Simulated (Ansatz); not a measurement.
# SnSe

```yaml
crystal:
  lattice:
    - [0.00000, 3.38892, 3.38892]
    - [3.38892, 0.00000, 3.38892]
    - [3.38892, 3.38892, 0.00000]
  atoms:
    - { symbol: Sn, position: [0.00000, 0.00000, 0.00000] }
    - { symbol: Se, position: [0.25000, 0.25000, 0.25000] }
```

Atom numbers follow the list: Sn1, Se2.

The cell was built from the zincblende type and relaxed in the same program, and has space group F-43m; it needn't be a known or the stable phase.

No spin–orbit coupling, which matters for the heavy atoms here.

Levels of theory: DFT, PBE, all-electron LAPW, scalar-relativistic (Ansatz 0.2.0); DFT, PBE, PAW with Ansatz's default frozen-core files, scalar-relativistic (Ansatz 0.2.0).

For LAPW: a Γ-centred 12×12×12 k mesh, Fermi–Dirac smearing of 0.05 eV, basis error target 1 meV/atom, no spin polarisation. PAW takes a cutoff of 420 eV at this cell. The Ansatz runs share mesh, smearing and spin set-up. Values come from LAPW unless marked.

| Property | Result |
| --- | --- |
| Band gap | 0.05 eV, indirect from W (-0.5, -0.25, 0.25) to X (-0.5, -0.5, 0) (so small a gap may close at points that the mesh and path miss) |
| Smallest direct gap on the path | 0.68 eV |
| Löwdin charges (with 0.05 e of the cell spilling out of the atomic basis, so their sizes and signs hang on that basis) | Sn1 0.37, Se2 -0.32 e |
| Bader charges (from the PAW run) | Sn1 +0.84, Se2 -0.84 e |
| Volume per atom | 262.7 bohr³ |
| Pressure at this cell | 0.1 kbar |
